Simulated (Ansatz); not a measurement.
All numbers below come from DFT PBE, scalar-relativistic, plane waves, PAW (Ansatz 0.2.0). All cells share a 420 eV cutoff and Γ-centred k meshes spaced at most about 0.3 Å⁻¹ (about 0.25 or finer for metals, 2π included). Spin is collinear in cells that carry moments; the others ran without spin or lost their moments.

All energies are static (0 K, no zero-point motion).

Question: Which of these relaxed structures of TiTe₂ is the lowest in energy?
A.
(parallel moments up to 1.4 μB)
```
Ti Te
1.0
     3.53399    0.00000    0.00000
     0.00000    4.28427    0.00000
     0.00000    0.00000    6.24733
Ti Te
1 2
Direct
  0.50000 0.50000 0.00000
  0.00000 0.00000 0.50000
  0.00000 0.00000 0.00000
```

B.
(no moments)
```
Ti Te
1.0
    -1.69109    1.69109    7.12602
     1.69109   -1.69109    7.12602
     1.69109    1.69109   -7.12602
Ti Te
1 2
Direct
  0.00000 0.00000 0.00000
  0.62049 0.62049 0.00000
  0.37951 0.37951 0.00000
```

Answer: B. The other, A, lies 0.70 eV/atom higher. Forms: B I4/mmm; A Pmmm. Counting Te atoms around Ti (those within 1.25 times the shortest such distance or 1.15 times the sum of covalent radii): B has Ti 8; A has Ti 4. Both come from invented guesses. The lowest form computed isn't among them: it has the cadmium iodide type, space group P-3m1 (No. 164), 28.4 Å³/atom, is reached from a cell as deposited in COD and lies 271 meV/atom below the best shown.

No dispersion correction is applied, so the spacing and binding between layers, chains or molecules are poorly described (I4/mmm), and this can change margins and order among such cells. Spin–orbit coupling, which can matter for Te, is left out. The magnetic state reached may not be the lowest. Cells relaxed within their symmetry can be saddle points. Some candidate types were left out of the draw beforehand, so a known form may be missing.
